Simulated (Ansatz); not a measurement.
# InAs (F-43m) in Ansatz: further runs

The runs below take InAs through single point, with PBE.

Program: Ansatz 0.2.0. These are calculated values, not measurements. Logs are shortened: lines on timing, memory, paths and dates and some standing lists are left out, and cuts for length are marked.

**Measured values to compare with.**

A printed reference work, data compilation reports, for a bulk crystal of InAs at 4.2 K: band gap 0.418 eV (direct).

The results are compared with them further down.

### Step 1. The crystal as given

Symmetry: F-43m, No. 216, cubic system. The conventional cell has a = 6.036 Å, b = 6.036 Å, c = 6.036 Å, α = 90.00°, β = 90.00°, γ = 90.00°. In (site symmetry -43m) is surrounded by 4 As at 2.61 Å. As (site symmetry -43m) has 4 In at 2.61 Å as nearest neighbours.

### Step 2. Single point, PBE

input.yaml reads:

```yaml
crystal:
  lattice:
    - [0.0, 3.018, 3.018]
    - [3.018, 0.0, 3.018]
    - [3.018, 3.018, 0.0]
  atoms:
    - { symbol: In, position: [0.0, 0.0, 0.0] }
    - { symbol: As, position: [0.75, 0.75, 0.75] }
kpoints:
  mp_grid: { grid: [8, 8, 8] }
scf:
  occupations: { method: gaussian, width: 0.029 }
hamiltonian:
  xc: pbe
  pseudopotentials: { kind: all_electron, lapw: { basis_error: 0.001 } }
output:
  forces: true
  stress: true
  eigenvalues: true
```

Potentials or basis: all-electron LAPW, scalar-relativistic.

The run is started by

```
ansatz run input.yaml --threads 1 --pin off --max-ram 3072MiB --backend cpu --events-out ev --progress --plain --runs-dir out
```

Log:

```text
Warning: RAYON_NUM_THREADS=1 ignored (pool sized by the plan → 1); use --threads N
LAPW: plane waves up to 8.619 Å⁻¹, error target 1.0e-3 eV per atom; small_component_spin mean_spin; As in spheres of 1.266 Å, 23 of its electrons in bands, Dirac shells []; In in spheres of 1.348 Å, 21 of its electrons in bands, Dirac shells [] (how accurate: hamiltonian.pseudopotentials.lapw.basis_error, Limitations)
Engine: ansatz 0.2.0, x86_64-unknown-linux-gnu
Pseudopotentials: kind: all_electron
Pseudopotential: In, LAPW, valence charge 21, lapw/all_electron/scalar/gaussian/In, Koelling and Harmon's equation, gaussian nucleus
Pseudopotential: As, LAPW, valence charge 23, lapw/all_electron/scalar/gaussian/As, Koelling and Harmon's equation, gaussian nucleus
Functional definition: PBE
  parameter kappa = 0.804
  parameter beta = 0.06672455060314922
  exchange = pbe_x(kappa = kappa, mu = beta*pi^2/3)
  correlation = pbe_c(beta = beta)
Crystal: 2 atoms, lattice volume = 54.978 Å³
Basis set: ecut = 283.0201242697865 eV, 609 PW (Γ), exchange–correlation at level 2
Bands: 27, of which v1, the nominal top of the filled ones, is band 22 counted from 1 (21 counted from 0)
Symmetry: 24 space group operations
Space group: F-43m (ITA 216), of the structure as read, at distance tolerance 3.8e-5 Å
k-points: 29 of 512 (time reversal used)
Non-local potential: In, projectors of the file, none
Non-local potential: As, projectors of the file, none
Initial density: superposition of atomic densities (chi_scale 0.1, normalization cell, long waves kept (reshape's long-wave potential 0.00 eV rms))
Initial wavefunctions: plane waves of lowest kinetic energy (no species holds an atomic orbital)
Functional: x = pbe(κ = 0.804, μ = 0.2195149727645171), c = pbe(β = 0.06672455060314922)
iter 1 solved again at ethr=2.01e-3 eV; its pass at ethr=1.00e-1 eV (dr2=8.83e-1 eV) is discarded
SCF iter   1: F=—  HF=-221570.600789 eV  |F-HF|=—  |Δ(HF+E_count)|=         —  Δρ=2.93e-2  dr2=8.85e-1  ethr=2.01e-3  ⟨swp⟩=2.0  Hψ=4983  notcnv=0
preconditioner: auto → none  [insulator: Δε(μ)=0.159 eV  Ē_g=15.129 eV  σ=0.029 eV  W_gap=1.00  n_scr=14 (ndim 8)  ℏωp=21.2 eV  f_vac=0.128  D(μ)=0.00/eV (n_scr^D=0)  ε∞_Penn≈3.0]
iter 2 solved again at ethr=9.80e-5 eV; its pass at ethr=2.01e-3 eV (dr2=4.31e-2 eV) is discarded
SCF iter   2: F=—  HF=-221570.344812 eV  |F-HF|=—  |Δ(HF+E_count)|=   2.56e-1  Δρ=9.20e-3  dr2=4.31e-2  ethr=9.80e-5  ⟨swp⟩=2.0  Hψ=4064  notcnv=0
SCF iter   3: F=—  HF=-221570.329212 eV  |F-HF|=—  |Δ(HF+E_count)|=         —  Δρ=4.66e-3  dr2=1.27e-2  ethr=9.80e-5  ⟨swp⟩=2.0  Hψ=2331  notcnv=0
the basis was enlarged: its passes take 153.8 KiB over the memory plan, 1 of 1 planned eigensolver slots
SCF iter   4: F=—  HF=-221570.329351 eV  |F-HF|=—  |Δ(HF+E_count)|=   1.39e-4  Δρ=1.72e-3  dr2=1.87e-3  ethr=2.88e-5  ⟨swp⟩=2.0  Hψ=2293  notcnv=0
SCF iter   5: F=—  HF=-221570.329284 eV  |F-HF|=—  |Δ(HF+E_count)|=   6.67e-5  Δρ=3.15e-4  dr2=7.13e-5  ethr=4.26e-6  ⟨swp⟩=2.0  Hψ=2200  notcnv=0
SCF iter   6: F=—  HF=-221570.329320 eV  |F-HF|=—  |Δ(HF+E_count)|=   3.61e-5  Δρ=5.82e-5  dr2=1.63e-6  ethr=1.62e-7  ⟨swp⟩=3.0  Hψ=2258  notcnv=0
SCF iter   7: F=-221570.329324 eV  HF=-221570.329324 eV  |F-HF|=1.31e-7  |Δ(HF+E_count)|=   3.63e-6  Δρ=9.75e-6  dr2=5.72e-8  ethr=3.70e-9  ⟨swp⟩=3.0  Hψ=2303  notcnv=0
SCF 1 converged in 7 iterations: F = -221570.329324 eV  dr2 = 5.72e-8
SCF converged after 7 iterations
Free energy (F): -221570.329324 eV
Harris-Foulkes:  -221570.329324 eV  (|F-HF|=1.31e-7)
Internal energy: -221570.329237 eV  (E = F + TS)
E sigma→0 (E₀):  -221570.329280 eV
Entropy (-TS):   -0.000087 eV (-0.044 meV/atom)
Fermi energy:    9.753117 eV
--- Per-component energies (eV) ---
  E_band       = -1912.397742
  E_kinetic    = 230887.849326
  E_xc         = -6636.097039
  E_electrostatic = -445822.081524  (all electrons and nuclei)
  E_smearing   = -0.000087  (= −TS)
  E_closure    = 0.000000  (closes the sum)
  E_atoms      = -221562.685075  (free atoms, spherical and without spin; not in F)
  Σ components = -221570.329324   (vs F -221570.329324, Δ=0.00e0)
  Basis errors (estimates in eV, not in F): energy 4.4e-4 per atom: plane waves 4.0e-4 (2.4e-4 summed), levels above the bands 0.0e0, relativity 5.6e-8, radial functions 4.1e-5, core shells 4.0e-7; eigenvalues (radial functions only) 1.2e-6; not estimated: angular momenta, meshes, grids; target (lapw.basis_error) 1.0e-3; muffin-tin radii As 1.266 Å, In 1.348 Å
--- Forces (eV/Å), atoms counted from 1 ---
  atom   1  In     0.00000000    -0.00000000     0.00000000
  atom   2  As    -0.00000000     0.00000000     0.00000000
  max |Σ_I F_I| component: 2.78e-17 eV/Å
--- Stress (GPa, compression-positive) ---
        4.303532      -0.000000       0.000000
       -0.000000       4.303532       0.000000
        0.000000       0.000000       4.303532
  P = ⅓ Tr σ = 4.3035 GPa (43.035 kbar)
--- Band table (eV; the first three rows and the last of 29) ---
  k-point 0: bands = ["-174.8222", "-118.1940", "-118.1940", "-118.1940", "-105.4607", "-63.9469", "-63.9469", "-63.9469", "-25.2398", "-25.2398", "-25.2398", "-25.2319", "-25.2319", "-4.6576", "-4.6576", "-4.6576", "-4.5297", "-4.5297", "-2.1538", "9.5751", "9.7443", "9.7443", "9.7443", "13.6654", "13.6654", "13.6654", "17.2850"]
  k-point 1: bands = ["-174.8222", "-118.1940", "-118.1940", "-118.1940", "-105.4607", "-63.9469", "-63.9469", "-63.9469", "-25.2398", "-25.2397", "-25.2397", "-25.2319", "-25.2319", "-4.6782", "-4.6516", "-4.6516", "-4.5299", "-4.5299", "-1.9907", "7.8653", "9.5510", "9.5510", "10.8649", "13.8207", "13.9473", "13.9473", "18.1182"]
  k-point 2: bands = ["-174.8222", "-118.1940", "-118.1940", "-118.1940", "-105.4607", "-63.9469", "-63.9469", "-63.9469", "-25.2398", "-25.2396", "-25.2396", "-25.2318", "-25.2318", "-4.7247", "-4.6387", "-4.6387", "-4.5286", "-4.5286", "-1.5444", "6.0418", "9.1701", "9.1701", "11.0080", "14.3824", "14.3824", "14.9268", "18.1288"]
  k-point 28: bands = ["-174.8222", "-118.1940", "-118.1940", "-118.1940", "-105.4607", "-63.9470", "-63.9469", "-63.9469", "-25.2397", "-25.2397", "-25.2392", "-25.2318", "-25.2315", "-4.8204", "-4.6061", "-4.5819", "-4.5455", "-4.5216", "-0.0710", "4.0358", "6.7754", "6.8574", "13.9835", "14.0427", "14.7670", "15.8394", "19.6164"]
```

Run time: 24 s. Hardware: 1 thread of Intel Xeon at 2.50GHz (Skylake/Cascade Lake), shared host; peak memory 0.33 GiB.

Results:

- Free energy: -221570.3293 eV
- Pressure: 4.3 GPa
- Band gap on the k mesh: none (metal or under the smearing width)

Caveat: this crystal is a semiconductor, whose small gap the functional closes, so the metal is an error of the method.

### Step 3. Single point, PBE

Changes to input.yaml since step 2:

```diff
@@ -11,3 +11,3 @@
 scf:
-  occupations: { method: gaussian, width: 0.029 }
+  occupations: { method: gaussian, width: 0.023 }
 hamiltonian:
```

Potentials or basis: all-electron LAPW, scalar-relativistic.

The run is started by

```
ansatz run input.yaml --threads 1 --pin off --max-ram 3072MiB --backend cpu --events-out ev --progress --plain --runs-dir out
```

Wall time 26 s (1 thread of Intel Xeon at 2.50GHz (Skylake/Cascade Lake), shared host); peak memory 0.33 GiB.

The run converged. Its results:

| Item | Value |
| --- | --- |
| Free energy | -221570.3293 eV |
| Pressure | 4.3 GPa |
| Band gap on the k mesh | none (metal or under the smearing width) |

Levels at points of the mesh, in eV from the Fermi level:
```
             k point  band 19  band 20  band 21  band 22  band 23  band 24  band 25  band 26
  (0.00, 0.00, 0.00)   -11.91    -0.18    -0.01    -0.01    -0.01     3.91     3.91     3.91
 (0.00, 0.00, -0.50)   -10.42    -5.79    -1.00    -1.00     0.97     4.68     4.68     6.86
(0.00, -0.50, -0.50)    -9.87    -5.86    -2.34    -2.34     1.54     2.06     9.21     9.31
```

Caveat: this crystal is a semiconductor, whose small gap the functional closes, so the metal is an error of the method.

### Step 4. Single point, PBE

Changes to input.yaml since step 3:

```diff
@@ -11,3 +11,3 @@
 scf:
-  occupations: { method: gaussian, width: 0.023 }
+  occupations: { method: gaussian, width: 0.014 }
 hamiltonian:
```

The run is started by

```
ansatz run input.yaml --threads 1 --pin off --max-ram 3072MiB --backend cpu --events-out ev --progress --plain --runs-dir out
```

Run time: 25 s. Hardware: 1 thread of Intel Xeon at 2.50GHz (Skylake/Cascade Lake), shared host; peak memory 0.32 GiB.

Results (log left out):

```yaml
Free_energy: -221570.3293 eV
Pressure: 4.3 GPa
Band_gap_on_the_k_mesh: none (metal or under the smearing width)
```

Levels at points of the mesh, in eV from the Fermi level:
| k point | band 19 | band 20 | band 21 | band 22 | band 23 | band 24 | band 25 | band 26 |
| --- | --- | --- | --- | --- | --- | --- | --- | --- |
| (0.00, 0.00, 0.00) | -11.90 | -0.17 | 0.00 | 0.00 | 0.00 | 3.92 | 3.92 | 3.92 |
| (0.00, 0.00, -0.50) | -10.42 | -5.79 | -1.00 | -1.00 | 0.97 | 4.69 | 4.69 | 6.86 |
| (0.00, -0.50, -0.50) | -9.87 | -5.86 | -2.34 | -2.34 | 1.54 | 2.07 | 9.21 | 9.31 |

Caveat: this crystal is a semiconductor, whose small gap the functional closes, so the metal is an error of the method.

### Step 5. Summary

| smearing | gap on the mesh (eV) | pressure (GPa) |
| --- | --- | --- |
| gaussian 0.029 eV | none | 4.3 |
| gaussian 0.023 eV | none | 4.3 |
| gaussian 0.014 eV | none | 4.3 |

Alike in all rows: task single point; level PBE; potentials or basis all-electron LAPW, scalar-relativistic; no spin polarisation; cell as given; k mesh 8 × 8 × 8; cutoff (eV) 283; basis error allowed 0.001 eV/atom.

Every run on the cell as given and a fine mesh finds a metal.

Caveats: this crystal is a semiconductor, whose small gap the functional closes, so the metal is an error of the method.

Compare energies only between runs with the same functional and basis.

### Step 6. Comparison with measurements

Step 2. Measured gap of InAs: 0.418 eV (direct; 4.2 K; a printed reference work, data compilation). This calculation gives 0.00 eV (-0.42 eV). Spin-orbit coupling on As, In is left out. The value is that of PBE on a finite k mesh, which can miss the band edges, without temperature or zero-point motion. Semilocal functionals fall short of measured gaps as a rule.

Step 3. A measured gap of InAs is 0.418 eV (direct; 4.2 K; a printed reference work, data compilation); the calculated 0.00 eV misses it by -0.42 eV. Spin-orbit coupling on As, In is left out. The value is that of PBE on a finite k mesh, which can miss the band edges, without temperature or zero-point motion. Semilocal functionals fall short of measured gaps as a rule.

Step 4. A measured gap of InAs is 0.418 eV (direct; 4.2 K; a printed reference work, data compilation); the calculated 0.00 eV misses it by -0.42 eV. Spin-orbit coupling on As, In is left out. The value is that of PBE on a finite k mesh, which can miss the band edges, without temperature or zero-point motion. Semilocal functionals fall short of measured gaps as a rule.
